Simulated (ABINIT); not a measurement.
Crystal: Ru.

```xyz
2
Lattice="2.7058 0.0000 0.0000 -1.3529 2.3433 0.0000 0.0000 0.0000 4.2819" Properties=species:S:1:pos:R:3 pbc="T T T"
Ru    1.3529    0.7811    3.2114
Ru    0.0000    1.5622    1.0705
```

Base run:

* Program: ABINIT 10.8.3 (patched build)
* Functional: BP86
* Potentials or basis: PseudoDojo NC SR PBE v0.4.1 standard
* Cutoff: 1143 eV
* k mesh: 11 × 11 × 6
* Occupations: fermi-dirac, width 0.05 eV
* Spin: no spin polarisation

Its results: band gap on the k mesh none (metal or under the smearing width); pressure 6.8 GPa.

Question: The run is repeated on the same cell with these changes: functional from BP86 to LDA; potentials or basis from PseudoDojo NC SR PBE v0.4.1 standard to PseudoDojo NC SR LDA v0.4 stringent; cutoff from 1143 eV to 1197 eV. What comes out?

Answer: Band gap on the k mesh none (metal or under the smearing width); pressure -11.6 GPa.

Caveats: the potentials were made for another functional, which shifts forces and pressure (some runs).
